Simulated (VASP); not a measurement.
# Sb2Se3 (Pmmm) in VASP: notebook

The runs below take Sb2Se3 through relaxation of cell and atoms, with PBE.

Everything below comes from runs of VASP 6.6.1. Logs are shortened: lines on timing, memory, paths and dates and some standing lists are left out, and cuts for length are marked.

## (1) Starting point

It takes space group Pmmm (No. 47, orthorhombic). Conventional cell: a = 4.580 Å, b = 5.660 Å, c = 6.230 Å, α = 90.00°, β = 90.00°, γ = 90.00°. Sb (site symmetry mm2) is surrounded by 2 Se at 2.65 Å and 1 Sb at 2.66 Å. Se (site symmetry mmm) has 4 Sb at 2.65 Å and 2 Se at 2.83 Å as nearest neighbours. Around Se (site symmetry mmm) lie 2 Se at 3.11 Å. Se (site symmetry mmm) is surrounded by 4 Se at 2.83 to 3.11 Å.

The cell was built by a generator and needn't be a form met in nature.

## (2) Relaxation of cell and atoms, PBE

Contents of INCAR:

```
ALGO = Fast
EDIFF = 1E-4
EDIFFG = -0.08
ENCUT = 520
GGA = PE
IBRION = 2
ISIF = 3
ISMEAR = 0
KPAR = 2
LASPH = True
LCHARG = False
LREAL = False
LWAVE = False
NELM = 60
NSW = 24
PREC = Normal
SIGMA = 0.15
```

Contents of KPOINTS:

```
k-points
0
Gamma
  3 3 3
```

Contents of POSCAR:

```
Sb2Se3
1.0
    4.5796925700      0.0000000000      0.0000000000
    0.0000000000      5.6599149900      0.0000000000
    0.0000000000      0.0000000000      6.2296344800
Sb Se
2 3
Direct
    0.5000000000      0.5000000000      0.7131264300
    0.5000000000      0.5000000000      0.2868735700
    0.0000000000      0.5000000000      0.5000000000
    0.0000000000      0.0000000000      0.0000000000
    0.0000000000      0.0000000000      0.5000000000
```

Potentials or basis: VASP PAW PBE potentials, release 64 (Sb, Se).

Launch:

```bash
$ cat potpaw_PBE.64/Sb/POTCAR potpaw_PBE.64/Se/POTCAR > POTCAR
$ mpirun -np 2 vasp_std > vasp.out
```

OUTCAR:

```text
EDIFF = 1E-4
   EDIFFG = -0.08
   ENCUT = 520
   GGA = PE
   IBRION = 2
   ISIF = 3
   ISMEAR = 0
   LASPH = True
   LREAL = False
   NELM = 60
   NSW = 24
   PREC = Normal

 ion  position               nearest neighbor table
   1  0.500  0.500  0.713-   3 2.65   3 2.65   2 2.66   2 3.57
   2  0.500  0.500  0.287-   3 2.65   3 2.65   1 2.66   1 3.57
   3  0.000  0.500  0.500-   1 2.65   2 2.65   1 2.65   2 2.65
   4  0.000  0.000  0.000-
   5  0.000  0.000  0.500-

  LATTYP: Found a simple orthorhombic cell.
 ALAT       =     4.5796925700
 B/A-ratio  =     1.2358722564
 C/A-ratio  =     1.3602735085

  Lattice vectors:

 A1 = (   4.5796925700,   0.0000000000,   0.0000000000)
 A2 = (   0.0000000000,   5.6599149900,   0.0000000000)
 A3 = (   0.0000000000,   0.0000000000,   6.2296344800)

Analysis of symmetry for initial positions (statically):
=====================================================================
 Subroutine PRICEL returns:
 Original cell was already a primitive cell.

 Routine SETGRP: Setting up the symmetry group for a
 simple orthorhombic supercell.

 Subroutine GETGRP returns: Found  8 space group operations
 (whereof  8 operations were pure point group operations)
 out of a pool of  8 trial point group operations.

The static configuration has the point symmetry D_2h.

Analysis of symmetry for dynamics (positions and initial velocities):
=====================================================================
 Subroutine PRICEL returns:
 Original cell was already a primitive cell.

 Routine SETGRP: Setting up the symmetry group for a
 simple orthorhombic supercell.

 Subroutine GETGRP returns: Found  8 space group operations
 (whereof  8 operations were pure point group operations)
 out of a pool of  8 trial point group operations.

The dynamic configuration has the point symmetry D_2h.

 Subroutine INISYM returns: Found  8 space group operations
 (whereof  8 operations are pure point group operations),
 and found     1 'primitive' translations

----------------------------------------------------------------------------------------

                                     Primitive cell

  volume of cell :     161.4763

  direct lattice vectors                    reciprocal lattice vectors
     4.579692570  0.000000000  0.000000000     0.218355268  0.000000000  0.000000000
     0.000000000  5.659914990  0.000000000     0.000000000  0.176681099  0.000000000
     0.000000000  0.000000000  6.229634480     0.000000000  0.000000000  0.160523062
[... 79 lines left out ...]
   ISIF   =      3    stress and relaxation
   ISYM   =      2    0-nonsym 1-usesym 2-fastsym
   POTIM  = 0.5000    time-step for ionic-motion
   TEBEG  =    0.0;   TEEND  =   0.0 temperature during run
   PSTRESS=    0.0 pullay stress
   NELECT =      28.0000    total number of electrons
   NUPDOWN=      -1.0000    fix difference up-down
   EMIN   =  10.00;   EMAX   =-10.00  energy-range for DOS
   EFERMI =   0.00;   METHOD = LEGACY
   ISMEAR =     0;   SIGMA  =   0.15  broadening in eV -4-tet -1-fermi 0-gaus
   EFERMI_NEDOS =   21; number of points for ismear=-14 and -15
   IALGO  =     68    algorithm
   IMIX   =      4    mixing-type and parameters
     AMIX     =   0.40;   BMIX     =  1.00
     AMIX_MAG =   1.60;   BMIX_MAG =  1.00
  volume/ion in A,a.u.               =      32.30       217.94
  Fermi-wavevector in a.u.,A,eV,Ry     =   0.912903  1.725136 11.338982  0.833392
  Thomas-Fermi vector in A             =   2.037353
   LORBIT       =      0    0 simple, 1 ext, 2 COOP (PROOUT), +10 PAW based schemes
   GGA     = PE    functional components
   LHFCALC =     F    Hartree Fock is set to
   AEXX    =    0.0000 exact exchange contribution
   IVDW    =     0    specifies the selected vdW correction
   LEPSILON=     F    determine dielectric tensor
   LRPA    =     F    only Hartree local field effects (RPA)
 conjugate gradient relaxation of ions
 non-spin polarized calculation
 RMM-DIIS sequential band-by-band and
 Gauss-broadening in eV      SIGMA  =   0.15
  energy-cutoff  :      520.00
  volume of cell :      161.48
 maximum number of plane-waves:      4375
   NGX = 17   NGY = 21   NGZ = 23

--------------------------------------- Ionic step        1  -------------------------------------------

 number of electron      27.9999974 magnetization

 Free energy of the ion-electron system (eV)
  ---------------------------------------------------
  ext. energy  EPLUGINS =         0.00000000
  ---------------------------------------------------
  free energy    TOTEN  =       -14.82653167 eV

  energy without entropy =      -14.75840590  energy(sigma->0) =      -14.79246878

------------------------ aborting loop because EDIFF is reached ----------------------------------------

  FORCE on cell =-STRESS in cart. coord.  units (eV):
  Direction    XX          YY          ZZ          XY          YZ          ZX
  --------------------------------------------------------------------------------------
  -------------------------------------------------------------------------------------
  Total       15.1893052     -2.5392398     -1.1835380      0.0000000      0.0000000      0.0000000
  in kB      150.7091744    -25.1944855    -11.7431335      0.0000000      0.0000000      0.0000000
  external PRESSURE =      37.9238518 kB  Pullay stress =       0.0000000 kB
[... 98 lines left out ...]
  FREE ENERGIE OF THE ION-ELECTRON SYSTEM (eV)
  ---------------------------------------------------
  free  energy   TOTEN  =       -15.8618978589 eV

  energy  without entropy=      -15.7978182755  energy(sigma->0) =      -15.82985807

[... ionic steps 4 to 9 ...]

--------------------------------------- Ionic step       10  -------------------------------------------

 number of electron      28.0000005 magnetization

------------------------ aborting loop because EDIFF is reached ----------------------------------------
[... 73 lines left out ...]
--------------------------------------- Ionic step       12  -------------------------------------------

 number of electron      28.0000010 magnetization

 Free energy of the ion-electron system (eV)
  ---------------------------------------------------
  ext. energy  EPLUGINS =         0.00000000
  ---------------------------------------------------
  free energy    TOTEN  =       -16.40142181 eV

  energy without entropy =      -16.36583768  energy(sigma->0) =      -16.38362975

 E-fermi :   3.8294     XC(G=0):  -8.8554

 val. band max:        3.8102626439   @ k =   0.3333   0.3333   0.3333
 cond. band min:       4.1064514776   @ k =   0.3333   0.3333   0.3333
 fundamental gap:      0.2961888337
 Fermi energy:         3.8293738014

 k-point     1 :       0.0000    0.0000    0.0000
  band No.  band energies     occupation
      1     -11.5732      2.00000
      2      -8.6023      2.00000
      3      -7.3821      2.00000
      4      -5.7363      2.00000
      5      -3.3827      2.00000
      6      -2.9638      2.00000
[... 189 lines left out ...]
  FREE ENERGIE OF THE ION-ELECTRON SYSTEM (eV)
  ---------------------------------------------------
  free  energy   TOTEN  =       -16.4014218120 eV

  energy  without entropy=      -16.3658376807  energy(sigma->0) =      -16.38362975

 reached required accuracy - stopping structural energy minimisation
```

CONTCAR:

```text
Sb2Se3
   1.00000000000000
     5.2248026736026221    0.0000000000000000    0.0000000000000000
    -0.0000000000000000    5.1553086616969832    0.0000000000000000
     0.0000000000000000    0.0000000000000000    5.6592950535507667
  Sb              Se
     2     3
Direct
     0.5000000000000000    0.5000000000000000    0.7444766600706422
     0.5000000000000000    0.5000000000000000    0.2555233399293577
     1.0000000000000000    0.5000000000000000    0.5000000000000000
     1.0000000000000000    0.0000000000000000    0.0000000000000000
     1.0000000000000000    0.0000000000000000    0.5000000000000000

  0.00000000E+00  0.00000000E+00  0.00000000E+00
  0.00000000E+00  0.00000000E+00  0.00000000E+00
  0.00000000E+00  0.00000000E+00  0.00000000E+00
  0.00000000E+00  0.00000000E+00  0.00000000E+00
  0.00000000E+00  0.00000000E+00  0.00000000E+00
```

Wall time 79 s (2 MPI ranks of Intel Xeon Platinum 8488C (Sapphire Rapids), shared host); peak memory 0.18 GiB.

What came out:

```
Free energy                            : -16.4014 eV
Relaxed volume                         : 30.49 Å³/atom
Relaxed cell                           : a = 5.225 Å, b = 5.155 Å, c = 5.659 Å, α = 90.00°, β = 90.00°, γ = 90.00°
Space group after relaxing (to 0.05 Å) : Pmmm (No. 47)
Energy gained by relaxing              : 315.0 meV/atom
Ionic steps                            : 12
Pressure after relaxing                : 0.0 GPa
Largest force after relaxing           : 0.022 eV/Å
Band gap on the k mesh                 : none (metal or under the smearing width)
```

Forces on the atoms (eV/Å):
```
Sb   0.000  0.000  0.022
Sb   0.000  0.000 -0.022
Se   0.000  0.000  0.000
Se   0.000  0.000  0.000
Se   0.000  0.000  0.000
```

Step by step:
```csv
step,energy change (eV),largest force (eV/Å),pressure (GPa),volume (Å³)
1,0.0000,2.1588,3.79,161.48
2,-1.0315,0.3530,-4.24,178.54
3,-1.0354,0.2257,-3.81,176.85
4,-1.4781,0.9232,-0.63,160.74
5,-1.4783,0.9496,-0.58,160.47
6,-1.5554,0.3694,-0.25,155.41
7,-1.5660,0.0128,0.29,151.92
8,-1.5670,0.1138,0.16,152.76
9,-1.5735,0.0076,-0.31,153.67
10,-1.5736,0.0034,-0.32,153.60
11,-1.5735,0.0106,-0.29,153.54
12,-1.5749,0.0220,0.04,152.44
```

Final structure:
```xyz
5
Lattice="5.2248 0.0000 0.0000 0.0000 5.1553 0.0000 0.0000 0.0000 5.6593" Properties=species:S:1:pos:R:3 pbc="T T T"
Sb    2.6124    2.5777    4.2132
Sb    2.6124    2.5777    1.4461
Se    5.2248    2.5777    2.8296
Se    5.2248    0.0000    0.0000
Se    5.2248    0.0000    2.8296
```

Caveat: the k mesh is coarse (spacing up to 0.46 Å⁻¹), so the values aren't converged; the relaxation stopped at a loose force limit of 0.08 eV/Å, so its end isn't a converged minimum. The run has no spin-orbit coupling, so splittings on Sb are missing.

## (3) Relaxation of cell and atoms, PBE

This run uses another cell than the first one, of 27.57 Å³/atom, 0.854 times its volume.

INCAR is that of step 2.

Contents of KPOINTS:

```
k-points
0
Gamma
  4 4 4
```

Contents of POSCAR:

```
Sb2Se3
1.0
    2.0150000000      1.1633607900      9.8000000000
   -2.0150000000      1.1633607900      9.8000000000
    0.0000000000     -2.3267215800      9.8000000000
Sb Se
2 3
Direct
    0.3990000000      0.3990000000      0.3990000000
    0.6010000000      0.6010000000      0.6010000000
    0.7890000000      0.7890000000      0.7890000000
    0.2110000000      0.2110000000      0.2110000000
    0.0000000000      0.0000000000      0.0000000000
```

Potentials or basis: VASP PAW PBE potentials, release 64 (Sb, Se).

Launch:

```bash
$ cat potpaw_PBE.64/Sb/POTCAR potpaw_PBE.64/Se/POTCAR > POTCAR
$ mpirun -np 2 vasp_std > vasp.out
```

Run time: 7 min. Hardware: 2 MPI ranks of Intel Xeon Platinum 8488C (Sapphire Rapids), shared host; peak memory 0.46 GiB.

The run converged. Its results:

```
Free energy                            : -20.1539 eV
Relaxed volume                         : 29.19 Å³/atom
Relaxed cell                           : a = 10.464 Å, b = 10.464 Å, c = 10.464 Å, α = 22.40°, β = 22.40°, γ = 22.40°
Space group after relaxing (to 0.05 Å) : R-3m (No. 166)
Energy gained by relaxing              : 23.6 meV/atom
Ionic steps                            : 17
Pressure after relaxing                : 0.3 GPa
Largest force after relaxing           : 0.048 eV/Å
Band gap on the k mesh                 : 0.30 eV, indirect (least direct gap 0.33 eV)
```

Forces in eV/Å, atoms in the order of the input:
```
Sb   0.000  0.000 -0.024
Sb   0.000  0.000  0.024
Se   0.000  0.000  0.048
Se   0.000  0.000 -0.048
Se   0.000  0.000  0.000
```

Stress tensor (GPa, compression positive):
```
0.32 0.00 0.00
0.00 0.32 0.00
0.00 0.00 0.20
```

The path:
```csv
step,energy change (eV),largest force (eV/Å),pressure (GPa),volume (Å³)
1,0.0000,0.7461,-1.05,137.84
2,-0.0650,0.0951,1.30,134.24
3,-0.0654,0.1529,1.17,134.49
4,-0.0863,0.1348,0.19,137.36
5,-0.0855,0.1872,-0.40,139.01
6,-0.0870,0.1626,-0.20,138.16
7,-0.0870,0.1579,-0.13,137.99
8,-0.0901,0.1236,-0.01,137.90
9,-0.0936,0.0417,0.24,137.66
10,-0.0965,0.0955,-0.02,138.62
11,-0.0973,0.1617,-0.39,139.87
12,-0.0983,0.1527,-0.36,140.01
13,-0.1010,0.1615,-0.39,140.45
14,-0.1055,0.1576,-0.42,141.32
15,-0.1114,0.1519,-0.39,143.05
16,-0.1152,0.1599,-0.13,146.42
17,-0.1179,0.0477,0.28,145.96
```

Final structure:
```xyz
5
Lattice="2.0327 1.1736 10.1975 -2.0327 1.1736 10.1975 0.0000 -2.3472 10.1975" Properties=species:S:1:pos:R:3 pbc="T T T"
Sb    0.0000    0.0000   12.0815
Sb    0.0000    0.0000   18.5109
Se    0.0000    0.0000   23.8158
Se    0.0000    0.0000    6.7765
Se    0.0000    0.0000    0.0000
```

Levels at points of the mesh, in eV from the valence-band top:
| k point | band 12 | band 13 | band 14 | band 15 | band 16 | band 17 |
| --- | --- | --- | --- | --- | --- | --- |
| (0.00, 0.00, 0.00) | -1.28 | -1.28 | -0.03 | 0.30 | 1.36 | 1.36 |
| (0.50, 0.00, 0.00) | -1.77 | -1.39 | -0.52 | 0.97 | 2.04 | 2.71 |
| (0.50, 0.50, 0.00) | -1.66 | -1.50 | -0.79 | 1.29 | 1.97 | 2.27 |
| (0.50, 0.50, 0.50) | -1.32 | -0.86 | -0.57 | 0.51 | 1.45 | 1.45 |

Caveat: the k mesh is coarse (spacing up to 0.45 Å⁻¹), so the values aren't converged; spin-orbit coupling is left out, which moves the levels of the heavy elements; the relaxation stopped at a loose force limit of 0.08 eV/Å, so its end isn't a converged minimum. A k mesh can miss the band edges.
